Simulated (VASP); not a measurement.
# SnTe, energy along a vibration (SMASS = -2): which settings are enough?

SnTe, F-43m (no. 216), atoms displaced along the mode, 2 atoms in the cell. LDA, energy along a line of displacements; PAW potentials Te, Sn (LDA set). VASP 6.6.1.

Wanted: harmonic frequency within 1 %.

Space group without the displacement: F-43m (no. 216); Mode: optical mode at Gamma along [111].

POSCAR of the starting run:
```
SnTe
1.0
    0.0000000000      3.6111460000      3.6111460000
    3.6111460000      0.0000000000      3.6111460000
    3.6111460000      3.6111460000      0.0000000000
Te Sn
1 1
Direct
    0.7469178088      0.7469178088      0.7469178088
    0.0033130115      0.0033130115      0.0033130115

    0.0055651212   0.0055651212   0.0055651212
   -0.0059818842  -0.0059818842  -0.0059818842
```

The series start from k mesh: 4 × 4 × 4; Cutoff (eV): 260; Step along the mode (Å): 0.02; Extrapolation between steps (IWAVPR): 11. Each series keeps the choices made before it, and each single choice may use up half of a tolerance.

## k mesh

| k mesh | Harmonic frequency (THz) | Time (s) |
|---|---|---|
| 2 × 2 × 2 | 1.906 | 12 |
| 3 × 3 × 3 | 2.793 | 14 |
| 4 × 4 × 4 | 3.108 | 22 |
| 5 × 5 × 5 | 2.998 | 37 |
| 6 × 6 × 6 (reference) | 2.958 | 59 |

## Cutoff (eV)

| Cutoff (eV) | Harmonic frequency (THz) | Time (s) |
|---|---|---|
| 140 | 2.956 | 26 |
| 170 | 2.964 | 27 |
| 200 | 2.963 | 30 |
| 230 | 2.959 | 64 |
| 260 | 2.958 | 59 |
| 300 (reference) | 2.956 | 87 |

## Extrapolation between steps (IWAVPR)

| Extrapolation between steps (IWAVPR) | Harmonic frequency (THz) | Time (s) |
|---|---|---|
| 11 | 2.953 | 32 |
| 12 | 2.953 | 30 |
| 0 | 2.953 | 42 |

## Question

The rows run from the loosest to the tightest (no order: extrapolation between steps). For each series: choose the loosest value from which every tighter one stays within half of the tolerance; where there is no order, keep the first row unless others stay within half of the tolerance and take at least 30 % less time, and then take the fastest.

## Answer

- k mesh: 6 × 6 × 6, the tightest run, since the next looser one is off by more than half of the tolerance (convergence isn't shown beyond it)
- Cutoff (eV): 140
- Extrapolation between steps (IWAVPR): 11

Also changed on the way, by series that aren't shown: Step along the mode (Å): 0.08.

## All choices together

| Input | Harmonic frequency (THz) | Time (s) |
|---|---|---|
| defaults on a coarse mesh (naive) | 2.283 | 3.7 |
| chosen settings | 2.953 | 32 |
| reference settings throughout | 2.955 | 102 |

The chosen settings stay within the tolerance of the reference run, but the reference itself isn't shown to be converged in: k mesh.

## The input

INCAR:
```
SYSTEM = SnTe
  ALGO = Normal
  EDIFF = 1E-7
  ENCUT = 140
  GGA = CA
  IBRION = 0
  ISMEAR = 0
  ISYM = 0
  IWAVPR = 11
  KPAR = 2
  LASPH = .True.
  LCHARG = .False.
  LREAL = .False.
  LWAVE = .False.
  NELMIN = 4
  NSW = 9
  POTIM = 1
  PREC = Accurate
  SIGMA = 0.03
  SMASS = -2
```

KPOINTS:
```
Automatic mesh
0
Gamma
  6 6 6
  0 0 0
```

POSCAR:
```
SnTe
1.0
    0.0000000000      3.6111460000      3.6111460000
    3.6111460000      0.0000000000      3.6111460000
    3.6111460000      3.6111460000      0.0000000000
Te Sn
1 1
Direct
    0.7376712352      0.7376712352      0.7376712352
    0.0132520461      0.0132520461      0.0132520461

    0.0222604849   0.0222604849   0.0222604849
   -0.0239275366  -0.0239275366  -0.0239275366
```

Commands:
```
cat potpaw_LDA.64/Te/POTCAR potpaw_LDA.64/Sn/POTCAR > POTCAR
mpirun -np 2 vasp_std > vasp.out
```

The chosen input took VASP 6.6.1 32 s on 2 cores (Intel Xeon Platinum 8488C (Sapphire Rapids)), a shared host.

## An input that fails: electronic threshold far too loose

It runs to its end, but against the unchanged starting input it is off by 13 % in the harmonic frequency.

Changes against the starting input:
```
- EDIFF = 1e-07
- NELMIN = 4
+ EDIFF = 0.1
```
